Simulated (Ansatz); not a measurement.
**Lattice dynamics of AlAs (F-43m)**

Aim: the vibrations of AlAs (F-43m), their spectra, and whether the structure is stable.

Program: Ansatz 0.2.0. Level of theory: DFT LDA, scalar-relativistic, plane waves, PAW; PAW set soft_1. Results are calculated unless marked as measured.

## Step 1: The structure

Symmetry: F-43m, No. 216, cubic system. The conventional cell has a = 5.661 Å, b = 5.661 Å, c = 5.661 Å, α = 90.00°, β = 90.00°, γ = 90.00°. Nearest to Al lie 4 As at 2.45 Å. As has 4 Al at 2.45 Å nearest. Farther neighbours are not listed.

As a file:

```cif
data_structure
_symmetry_space_group_name_H-M 'F-43m'
_symmetry_Int_Tables_number 216
_cell_length_a 5.6608
_cell_length_b 5.6608
_cell_length_c 5.6608
_cell_angle_alpha 90.000
_cell_angle_beta 90.000
_cell_angle_gamma 90.000
_cell_volume 181.40
loop_
_atom_site_label
_atom_site_type_symbol
_atom_site_symmetry_multiplicity
_atom_site_Wyckoff_symbol
_atom_site_fract_x
_atom_site_fract_y
_atom_site_fract_z
_atom_site_occupancy
Al1 Al 4 a 0.00000 0.00000 0.00000 1
As1 As 4 d 0.25000 0.25000 0.75000 1
```

## Step 2: Relaxation

The cell and atoms are relaxed, since residual forces and stress would shift the frequencies.

Contents of input.yaml:

```yaml
crystal:
  lattice:
    - [0.0, 2.8304, 2.8304]
    - [2.8304, 0.0, 2.8304]
    - [2.8304, 2.8304, 0.0]
  atoms:
    - { symbol: Al, position: [0.0, 0.0, 0.0] }
    - { symbol: As, position: [0.25, 0.25, 0.25] }
kpoints:
  mp_grid: { grid: [8, 8, 8] }
hamiltonian:
  xc: lda
  pseudopotentials: { kind: paw, azcp: { folder: soft_1 }, xc_functional: pbe }
scf:
  occupations: { method: gaussian, width: 0.02 }
output:
  forces: true
  stress: true
  eigenvalues: true
  write_density: true
  write_potential: true
  elf: true
  volumetric_format: npy
relax:
  adjacent_minimum: "off"
  f_tol: 0.005
  max_steps: 80
  cell: { stress_tol: 0.05 }
```

Launch:

```
ansatz run input.yaml --threads 4 --pin off --max-ram 10240MiB --backend cpu --events-out ev --progress --plain --runs-dir out
```

Numbers of over 12 decimals in the logs are rounded to 6 here.

Log:

```text
Engine: ansatz 0.2.0, aarch64-unknown-linux-gnu
Pseudopotentials: kind: paw
Pseudopotential: Al, paw, valence charge 3, recommended cutoff 420 eV (normal), soft_1/Al.paw.azcp
Pseudopotential: As, paw, valence charge 15, recommended cutoff 420 eV (normal), soft_1/As.paw.azcp
Functional definition: SPW92
  exchange = slater_x
  correlation = pw_c
Crystal: 2 atoms, lattice volume = 45.350 Å³
Basis set: ecut = 420 eV, 893 PW (Γ)
Bands: 13, of which v1, the nominal top of the filled ones, is band 9 counted from 1 (8 counted from 0)
Symmetry: 24 space group operations
Space group: F-43m (ITA 216), of the structure as read, at distance tolerance 3.6e-5 Å
k-points: 29 of 512 (time reversal used)
Non-local potential: Al, projectors of the file, l = 0: 2, l = 1: 2, l = 2: 1
Non-local potential: As, projectors of the file, l = 0: 2, l = 1: 2, l = 2: 3, l = 3: 1
PAW form: soft (Blöchl's): semilocal exchange-correlation on the pseudo side does not see the compensation charge
PAW frozen core: Al, regenerated for the run's functional, and the local potential with it (the file was generated under x = pbe(κ = 0.804, μ = 0.219515), c = pbe(β = 0.066725))
PAW frozen core: As, regenerated for the run's functional, and the local potential with it (the file was generated under x = pbe(κ = 0.804, μ = 0.219515), c = pbe(β = 0.066725))
PAW one-centre angular grid: Al, 110 points (default); XC on 64 Gauss nodes
PAW one-centre angular grid: As, 590 points (default); XC on 64 Gauss nodes
Initial density: superposition of atomic densities (chi_scale 0.1, normalization cell, long waves kept (reshape's long-wave potential 0.00 eV rms))
Initial wavefunctions: pseudopotential atomic-orbital guess
Functional: x = slater, c = lda
SCF iter   1: F=—  HF=-5287.747976 eV  |F-HF|=—  |Δ(HF+E_count)|=         —  Δρ=3.72e-2  dr2=7.57e-1  ethr=3.10e-3  ⟨swp⟩=5.8  Hψ=2314  notcnv=0
preconditioner: auto → none  [insulator: Δε(μ)=1.907 eV  Ē_g=10.126 eV  σ=0.020 eV  W_gap=1.00  n_scr=14 (ndim 8)  ℏωp=15.6 eV  f_vac=0.000  D(μ)=0.00/eV (n_scr^D=0)  ε∞_Penn≈3.4]
SCF iter   2: F=—  HF=-5287.519528 eV  |F-HF|=—  |Δ(HF+E_count)|=   2.28e-1  Δρ=1.57e-2  dr2=8.33e-2  ethr=3.10e-3  ⟨swp⟩=2.1  Hψ=758  notcnv=0
SCF iter   3: F=—  HF=-5287.494728 eV  |F-HF|=—  |Δ(HF+E_count)|=   2.48e-2  Δρ=4.29e-3  dr2=8.72e-3  ethr=4.63e-4  ⟨swp⟩=2.6  Hψ=735  notcnv=0
SCF iter   4: F=—  HF=-5287.491156 eV  |F-HF|=—  |Δ(HF+E_count)|=   3.57e-3  Δρ=8.94e-4  dr2=2.05e-4  ethr=4.84e-5  ⟨swp⟩=2.1  Hψ=750  notcnv=0
SCF iter   5: F=—  HF=-5287.491113 eV  |F-HF|=—  |Δ(HF+E_count)|=   4.32e-5  Δρ=1.73e-4  dr2=5.14e-6  ethr=1.14e-6  ⟨swp⟩=2.4  Hψ=526  notcnv=0
SCF iter   6: F=—  HF=-5287.491113 eV  |F-HF|=—  |Δ(HF+E_count)|=   8.12e-8  Δρ=2.07e-5  dr2=6.89e-8  ethr=5.56e-10  ⟨swp⟩=6.5  Hψ=2242  notcnv=0
SCF iter   7: F=-5287.491113 eV  HF=-5287.491113 eV  |F-HF|=5.64e-10  |Δ(HF+E_count)|=   2.11e-8  Δρ=9.52e-7  dr2=3.05e-10  ethr=3.83e-10  ⟨swp⟩=8.2  Hψ=2577  notcnv=0
SCF 1 converged in 7 iterations: F = -5287.491113 eV  dr2 = 3.05e-10
  greatest PAW one-centre occupation: 0.999 electrons in one spin orbital (limit 2), on the As atom at site 1 (counted from 0), in its partial waves of l = 2
relax step   1: F+E_penalty+E_count = -5287.49111308 eV  Δ(F+E_penalty+E_count) = +0.000e0 eV  max|allowed force component| = 9.483e-17 eV/Å  Δτ_max = 0.0000 Å  P = -1.235 GPa  Ω = 45.350 Å³  (7 SCF iters, dr2 threshold 1.00e-7 eV, accepted)
Crystal: 2 atoms, lattice volume = 44.688 Å³
Initial density: handed on by an earlier stage of this run
Initial wavefunctions: those handed on with the density
iter 1 solved again at ethr=2.16e-6 eV; its pass at ethr=3.10e-3 eV (dr2=3.90e-4 eV) is discarded
SCF iter   1: F=—  HF=-5287.494263 eV  |F-HF|=—  |Δ(HF+E_count)|=         —  Δρ=7.22e-4  dr2=3.60e-4  ethr=2.16e-6  ⟨swp⟩=2.0  Hψ=2613  notcnv=0
preconditioner: auto → none  [insulator: Δε(μ)=1.339 eV  Ē_g=9.945 eV  σ=0.020 eV  W_gap=1.00  n_scr=14 (ndim 8)  ℏωp=15.7 eV  f_vac=0.001  D(μ)=0.00/eV (n_scr^D=0)  ε∞_Penn≈3.5]
SCF iter   2: F=—  HF=-5287.494134 eV  |F-HF|=—  |Δ(HF+E_count)|=   1.29e-4  Δρ=2.80e-4  dr2=3.77e-5  ethr=2.00e-6  ⟨swp⟩=2.2  Hψ=466  notcnv=0
SCF iter   3: F=—  HF=-5287.494120 eV  |F-HF|=—  |Δ(HF+E_count)|=   1.46e-5  Δρ=6.77e-5  dr2=3.29e-6  ethr=2.10e-7  ⟨swp⟩=2.4  Hψ=633  notcnv=0
SCF iter   4: F=-5287.494118 eV  HF=-5287.494118 eV  |F-HF|=3.55e-8  |Δ(HF+E_count)|=   1.78e-6  Δρ=2.07e-5  dr2=1.17e-7  ethr=1.11e-9  ⟨swp⟩=6.9  Hψ=2393  notcnv=0
SCF 2 converged in 4 iterations: F = -5287.494118 eV  dr2 = 1.17e-7
relax step   2: F+E_penalty+E_count = -5287.49411789 eV  Δ(F+E_penalty+E_count) = -3.005e-3 eV  max|allowed force component| = 2.631e-17 eV/Å  Δτ_max = 0.0000 Å  P = -0.166 GPa  Ω = 44.688 Å³  energy of the carried Pulay correction = +8.259e-5 eV  (4 SCF iters, dr2 threshold 2.00e-7 eV, accepted)
Crystal: 2 atoms, lattice volume = 44.587 Å³
iter 1 solved again at ethr=5.23e-8 eV; its pass at ethr=3.10e-3 eV (dr2=9.42e-6 eV) is discarded
SCF iter   1: F=—  HF=-5287.494185 eV  |F-HF|=—  |Δ(HF+E_count)|=         —  Δρ=1.16e-4  dr2=8.81e-6  ethr=5.23e-8  ⟨swp⟩=2.2  Hψ=2539  notcnv=0
preconditioner: auto → none  [insulator: Δε(μ)=1.325 eV  Ē_g=9.953 eV  σ=0.020 eV  W_gap=1.00  n_scr=14 (ndim 8)  ℏωp=15.7 eV  f_vac=0.001  D(μ)=0.00/eV (n_scr^D=0)  ε∞_Penn≈3.5]
SCF iter   2: F=—  HF=-5287.494182 eV  |F-HF|=—  |Δ(HF+E_count)|=   3.00e-6  Δρ=4.90e-5  dr2=1.06e-6  ethr=4.90e-8  ⟨swp⟩=2.4  Hψ=475  notcnv=0
SCF iter   3: F=—  HF=-5287.494182 eV  |F-HF|=—  |Δ(HF+E_count)|=   3.78e-7  Δρ=1.20e-5  dr2=1.03e-7  ethr=5.90e-9  ⟨swp⟩=2.4  Hψ=625  notcnv=0
SCF iter   4: F=-5287.494182 eV  HF=-5287.494182 eV  |F-HF|=5.57e-10  |Δ(HF+E_count)|=   5.49e-8  Δρ=3.54e-6  dr2=3.13e-9  ethr=3.82e-10  ⟨swp⟩=7.7  Hψ=2123  notcnv=0
SCF 3 converged in 4 iterations: F = -5287.494182 eV  dr2 = 3.13e-9
relax step   3: F+E_penalty+E_count = -5287.49418157 eV  Δ(F+E_penalty+E_count) = -6.368e-5 eV  max|allowed force component| = 3.880e-17 eV/Å  Δτ_max = 0.0000 Å  P = +0.005 GPa  Ω = 44.587 Å³  energy of the carried Pulay correction = +9.530e-5 eV  (4 SCF iters, dr2 threshold 6.88e-8 eV, accepted)
Initial wavefunctions: pseudopotential atomic-orbital guess (no wavefunctions were taken with the density)
iter 1 solved again at ethr=1.40e-7 eV; its pass at ethr=3.10e-3 eV (dr2=2.52e-5 eV) is discarded
SCF iter   1: F=—  HF=-5287.494093 eV  |F-HF|=—  |Δ(HF+E_count)|=         —  Δρ=1.09e-5  dr2=1.50e-8  ethr=1.40e-7  ⟨swp⟩=2.9  Hψ=3326  notcnv=0
preconditioner: auto → none  [insulator: Δε(μ)=1.324 eV  Ē_g=9.952 eV  σ=0.020 eV  W_gap=1.00  n_scr=14 (ndim 8)  ℏωp=15.7 eV  f_vac=0.001  D(μ)=0.00/eV (n_scr^D=0)  ε∞_Penn≈3.5]
SCF iter   2: F=—  HF=-5287.494093 eV  |F-HF|=—  |Δ(HF+E_count)|=   4.29e-7  Δρ=5.81e-6  dr2=5.18e-9  ethr=8.31e-11  ⟨swp⟩=2.2  Hψ=646  notcnv=0
SCF iter   3: F=—  HF=-5287.494093 eV  |F-HF|=—  |Δ(HF+E_count)|=   1.41e-9  Δρ=1.51e-6  dr2=6.25e-10  ethr=2.88e-11  ⟨swp⟩=2.0  Hψ=496  notcnv=0
SCF iter   4: F=-5287.494093 eV  HF=-5287.494093 eV  |F-HF|=1.82e-11  |Δ(HF+E_count)|=  1.24e-10  Δρ=4.11e-7  dr2=1.62e-11  ethr=1.00e-12  ⟨swp⟩=4.3  Hψ=1780  notcnv=0
SCF 4 converged in 4 iterations: F = -5287.494093 eV  dr2 = 1.62e-11
relax step   4: F+E_penalty+E_count = -5287.49409272 eV  Δ(F+E_penalty+E_count) = +8.886e-5 eV  max|allowed force component| = 3.399e-17 eV/Å  Δτ_max = 0.0000 Å  P = +0.002 GPa  Ω = 44.587 Å³  stress off target by 1.91e-3 GPa  SCF on the basis re-selected at this cell (its energy is not comparable with the rows above)  (4 SCF iters)
basis re-selected at this cell: Δ(F+E_penalty+E_count) = +8.886e-5 eV, ΔP = -0.003 GPa vs the last step (what re-selecting the basis moved, of the pressure what is left beyond the Pulay correction that the steps carried, after the strain that the cell walked since its last selection, with what the two solves' SCF thresholds leave and, on support functions, any second-order correction that the steps lacked; it is no m [...]
SCF converged after 4 iterations
Free energy (F): -5287.494093 eV
Harris-Foulkes:  -5287.494093 eV  (|F-HF|=1.82e-11)
Internal energy: -5287.494093 eV  (E = F + TS)
E sigma→0 (E₀):  -5287.494093 eV
Fermi energy:    6.707099 eV
--- Per-component energies (eV) ---
  E_band       = -274.265827
  E_kinetic    = 121.813559
  E_local      = -2373.729178  (includes V_loc(G=0)·N_el)
  E_nonlocal   = -378.880895
  E_hartree    = 1291.380287
  E_xc         = -107.992281
  E_vxc        = -103.983247  (∫ρ·V_xc dr)
  E_paw        = -2377.620209  (= ΣΔE_a)
  E_vpaw       = -122.246686  (= ΣTr[D̂ρ^β])
  E_aug_tail   = -0.000017  (compensation charges beyond the density's cutoff)
  E_ewald      = -1464.596305
  E_core_change = 2.130946  (= ΣΔE_core)
  E_smearing   = -0.000000  (= −TS)
  E_closure    = -0.000000  (closes the sum)
  Σ components = -5287.494093   (vs F -5287.494093, Δ=0.00e0)
--- Forces (eV/Å), atoms counted from 1 ---
  atom   1  Al     0.00000000    -0.00000000    -0.00000000
  atom   2  As    -0.00000000    -0.00000000    -0.00000000
  max |Σ_I F_I| component: 7.08e-17 eV/Å
--- Stress (GPa, compression-positive) ---
        0.001914       0.000000       0.000000
        0.000000       0.001914       0.000000
        0.000000       0.000000       0.001914
  P = ⅓ Tr σ = 0.0019 GPa (0.019 kbar)
--- Band table (eV; the first three rows and the last of 29) ---
  k-point 0: bands = [... 5 lower, -5.9580, 6.0452, 6.0452, 6.0452, 8.0291, 10.3419, 10.3419, 10.3419]
  k-point 1: bands = [... 5 lower, -5.8029, 4.5865, 5.8826, 5.8826, 8.7979, 10.6260, 10.6260, 10.7304]
  k-point 2: bands = [... 5 lower, -5.3724, 2.6026, 5.5623, 5.5623, 8.6131, 10.9623, 10.9623, 12.4703]
  k-point 28: bands = [... 5 lower, -3.9273, 0.9120, 2.7924, 3.1611, 10.3065, 11.7059, 11.7313, 12.0531]
--- Relaxed structure (3 steps of the walk, 3 accepted, 1 SCFs on fresh bases) ---
  F+E_penalty+E_count = -5287.49409272 eV   max|allowed force component| = 3.399e-17 eV/Å   (the final SCF, on the basis selected at the relaxed cell)
  cell:  # Å, volume = 44.5866 Å³
    - [0, 2.814437, 2.814437]
    - [2.814437, 0, 2.814437]
    - [2.814437, 2.814437, 0]
  atoms:
    - { symbol: Al, position: [0, 0, 0] }
    - { symbol: As, position: [0.250000, 0.250000, 0.250000] }
```

Elapsed: 2 s, on 4 threads of Arm Neoverse V2, shared host; peak memory 0.33 GiB.

The steps of the relaxation:

| step | energy less that of the first step (eV) | largest force component (eV/Å) | pressure (GPa) | volume (Å³) |
| --- | --- | --- | --- | --- |
| 1 | 0.0000 | 0.0000 | -1.23 | 45.35 |
| 2 | -0.0030 | 0.0000 | -0.17 | 44.69 |
| 3 | -0.0031 | 0.0000 | 0.00 | 44.59 |
| 4* | -0.0030 | 0.0000 | 0.00 | 44.59 |

Relaxation steps marked * repeat the geometry before them on a plane-wave basis chosen anew for their cell, so energy and pressure can jump there.

Forces are held to the 24 operations that the run works with; a distortion that breaks them can't arise in this run.

| conventional cell, symmetrised | before | after | change |
| --- | --- | --- | --- |
| a (Å) | 5.661 | 5.629 | -0.6 % |
| b (Å) | 5.661 | 5.629 | -0.6 % |
| c (Å) | 5.661 | 5.629 | -0.6 % |
| volume (Å³/atom) | 22.67 | 22.29 | -1.7 % |

Final coordinates:

```cif
data_structure
_symmetry_space_group_name_H-M 'P 1'
_symmetry_Int_Tables_number 1
_cell_length_a 3.9802
_cell_length_b 3.9802
_cell_length_c 3.9802
_cell_angle_alpha 60.000
_cell_angle_beta 60.000
_cell_angle_gamma 60.000
_cell_volume 44.59
loop_
_atom_site_label
_atom_site_type_symbol
_atom_site_fract_x
_atom_site_fract_y
_atom_site_fract_z
_atom_site_occupancy
Al1 Al 0.00000 0.00000 0.00000 1
As2 As 0.25000 0.25000 0.25000 1
```

Numbers from this step:

* pressure: 0.001914 GPa
* gap on the k-mesh: 1.324 eV
* volume per atom: 22.29 Å³
* direct gap on mesh: 1.984 eV

Valence density in the ac plane of a cell with a along [110], b along [-110] and c along [001] of the cube at fractional y = 0.000, with atoms of Al and As within 0.2 Å of it. It is the smooth field of the valence electrons, not physical close to the nuclei.

Ten steps, logarithmic in the rise over the least value, from '_' (0 e/Å³) to '@' (36 e/Å³), each cell a mean:
```
____..............________..............____
__......::--::::....____......::--::::....__
__....::++##**--....____....::++##**--....__
____..::##@@%%==....______..::##@@%%==....__
____..::++%%**--..________..::++%%**--..____
______..::--::..____________..::--::..______
________......________________......________
____________________________________________
____________________________________________
____________________________________________
____________________________________________
____________________________________________
____________________________________________
____________________________________________
____________________________________________
```
Columns run along a (8.0 Å), rows up along c (5.6 Å), edges of the conventional cell, whose origin can differ from the input's. Atoms in or near the plane, at fractional coordinates: Al at (0.50, 0.00), Al at (0.00, 0.00), As at (0.75, 0.75), As at (0.25, 0.75).

Electrostatic potential energy in the ac plane of a cell with a along [110], b along [-110] and c along [001] of the cube at fractional y = 0.000, with atoms of Al and As within 0.2 Å of it. With pseudopotentials it is smooth inside the atoms' cores, unlike the true potential.

Values in eV, 8 rows by 16 columns, each cell a mean:
```
 1 -7  2 -2 -3  1 -4 -3  1 -7  2 -2 -3  1 -4 -3
 2  4 -7  8 14 -7  2  3  2  4 -7  8 14 -7  2  3
10  8 -5  1  6 -7  5  9 10  8 -5  1  6 -7  5  9
11 10  8  3  2  6  9 11 11 10  8  3  2  6  9 11
11 10 10 10 10 10 10 11 11 10 10 10 10 10 10 11
 9 10 10 10 10 10 10  9  9 10 10 10 10 10 10  9
-2  3  8 10 10  9  5 -1 -2  3  8 10 10  9  5 -1
 7 -9  4  9  9  6 -6  1  7 -9  4  9  9  6 -6  1
```
Columns run along a (8.0 Å; values clipped at the 3rd and 97th percentile), rows up along c (5.6 Å), edges of the conventional cell, whose origin can differ from the input's. Atoms in or near the plane, at fractional coordinates: Al at (0.50, 0.00), Al at (0.00, 0.00), As at (0.75, 0.75), As at (0.25, 0.75).

ELF in the ac plane of a cell with a along [110], b along [-110] and c along [001] of the cube at fractional y = 0.000, with atoms of Al and As within 0.2 Å of it. It is the smooth field of the valence electrons, not physical close to the nuclei.

Ten even steps from '0' (0.02) to '9' (0.90), each cell a mean:
```
1389877896113898778961
2799767899427997678994
4898523799648985237996
3677301577436773015774
1366423665213664236652
0146666653001466666530
0025677631000256776310
0002455310000024553100
0000121000000001210000
0000000000000000000000
1100000001111000000011
3320000012333200000123
3321000123333210001233
0123212231001232122310
3046555652130465556521
```
Columns run along a (8.0 Å), rows up along c (5.6 Å), edges of the conventional cell, whose origin can differ from the input's. Atoms in or near the plane, at fractional coordinates: Al at (0.50, 0.00), Al at (0.00, 0.00), As at (0.75, 0.75), As at (0.25, 0.75).

In this step the volume went from 22.67 to 22.29 Å³/atom.

## Step 3: Relaxing to small forces for the phonons, k-mesh 8×8×8

Phonons need a cell at rest on their own settings, so the relaxation is repeated with tight tolerances on forces and stress on the k mesh and occupations of the first response run.

input.yaml, the sections that differ from step 2:

```yaml
crystal:
  lattice:
    - [0.0, 2.8144366931, 2.8144366931]
    - [2.8144366931, 0.0, 2.8144366931]
    - [2.8144366931, 2.8144366931, 0.0]
  atoms:
    - { symbol: Al, position: [0.0, 0.0, 0.0] }
    - { symbol: As, position: [0.25, 0.25, 0.25] }
scf:
  occupations: { method: fixed }
output:
  forces: true
  stress: true
  eigenvalues: true
relax:
  adjacent_minimum: "off"
  f_tol: 0.001
  max_steps: 60
  cell: { stress_tol: 0.01 }
# kpoints, hamiltonian: as in step 2
```

Log:

```text
[...]
Crystal: 2 atoms, lattice volume = 44.587 Å³
Basis set: ecut = 420 eV, 893 PW (Γ)
Bands: 13, of which v1, the nominal top of the filled ones, is band 9 counted from 1 (8 counted from 0)
Symmetry: 24 space group operations
[...]
k-points: 29 of 512 (time reversal used)
[...]
k-point 28: bands = [... 5 lower, -3.9273, 0.9120, 2.7924, 3.1611, 10.3065, 11.7059, 11.7313, 12.0531]
--- Relaxed structure (1 steps of the walk, 1 accepted, 1 SCFs on fresh bases) ---
[...]
cell:  # Å, volume = 44.5866 Å³
    - [0.0, 2.8144366931, 2.8144366931]
    - [2.8144366931, 0.0, 2.8144366931]
    - [2.8144366931, 2.8144366931, 0.0]
  atoms:
    - { symbol: Al, position: [0.0, 0.0, 0.0] }
    - { symbol: As, position: [0.250000, 0.250000, 0.250000] }
[key lines of the parts left out:]
SCF converged after 5 iterations
Free energy (F): -5287.494093 eV
Fermi energy:    6.045210 eV
P = ⅓ Tr σ = 0.0019 GPa (0.019 kbar)
```

Wall time 1.1 s (4 threads); peak memory 0.32 GiB; 3.5 s of CPU time.

Little changed from the start: no atom moved by 0.005 Å and no cell edge by 0.1 %.

Numbers from this step:

* pressure: 0.001917 GPa

The forces vanish by symmetry and the pressure is 0.002 GPa, within the tolerances set. The cell now holds 22.29 Å³/atom.

## Step 4: A first phonon run

The phonons are first tried on the mesh that the gap suggested.

Edit input.yaml of step 3 so:

```diff
@@ -16,9 +16,7 @@
 output:
-  forces: true
-  stress: true
   eigenvalues: true
-relax:
-  adjacent_minimum: "off"
-  f_tol: 0.001
-  max_steps: 60
-  cell: { stress_tol: 0.01 }
+phonons:
+  method: dfpt
+  dielectric: true
+  rigid_motions: translations
+  raman: true
```

Log:

```text
[...]
Crystal: 2 atoms, lattice volume = 44.587 Å³
Basis set: ecut = 420 eV, 893 PW (Γ), exchange–correlation on 54×54×54 points (8 copies of the dense FFT grid, shifted against one another)
Bands: 13, of which v1, the nominal top of the filled ones, is band 9 counted from 1 (8 counted from 0)
Symmetry: 24 space group operations
k-points: 95 of 512 (irreducible under 4 space group operations, time reversal used)
[...]
ω (cm⁻¹)  modes    IR ((D/Å)²/amu)  static Raman (Å⁴/amu)  depolarisation
        358.40      2            10.7334               139.7150           0.750
        394.53      1             5.3667               174.7996           0.750
  optical modes at Γ + LO–TO along q̂ = [0.0000, 0.0000, 1.0000]:
      ω (cm⁻¹)  modes    IR ((D/Å)²/amu)  static Raman (Å⁴/amu)  depolarisation
        358.40      2            10.7334               139.7150           0.750
        394.53      1             5.3667               174.7996           0.750
[key lines of the parts left out:]
SCF converged after 8 iterations
Free energy (F): -5287.494093 eV
Fermi energy:    6.045209 eV
```

The job ended after 55 s (4 threads; peak memory 0.85 GiB).

Numbers from this step:

* sum-rule residual before enforcement: 5.05e-5 eV/Å²
* miss of the charge sum rule: 7.55e-5 e
* estimated error of the dielectric tensor: 0.02603
* estimated error of the Born charges: 0.01551 e
* point group: -43m
* highest optical mode at the zone centre (no LO-TO term): 358.4 cm⁻¹
* lowest optical zone-centre mode: 358.4 cm⁻¹
* mean high-frequency dielectric constant: 9.438
* largest Born charge (third of the trace): 2.148 e
* mean static dielectric constant: 11.44
* top of the zone-centre spectrum with the field: 394.5 cm⁻¹

The highest optical mode at Γ without the field comes at 358.4 cm⁻¹, but the log warns of the mesh: “the force constants stand on the 8×8×8 k-mesh, whose period is 11.22 times the interband length at k = (0.0000, 0.0000, 0.0000), direct gap 1.984 eV, under 14: take them and everything formed from them as unconverged”.

(Part 1 of 3 ends here.)

[Logs are printed without paths, hosts, clocks, repeated set-up lines and the standing remarks that a program may print on its own settings, such as how far it seeks lower states.]

[Hosts, paths, dates, database ids (printed as entryN), source tags and the programs' standing remarks are cut or masked in the printed files.]
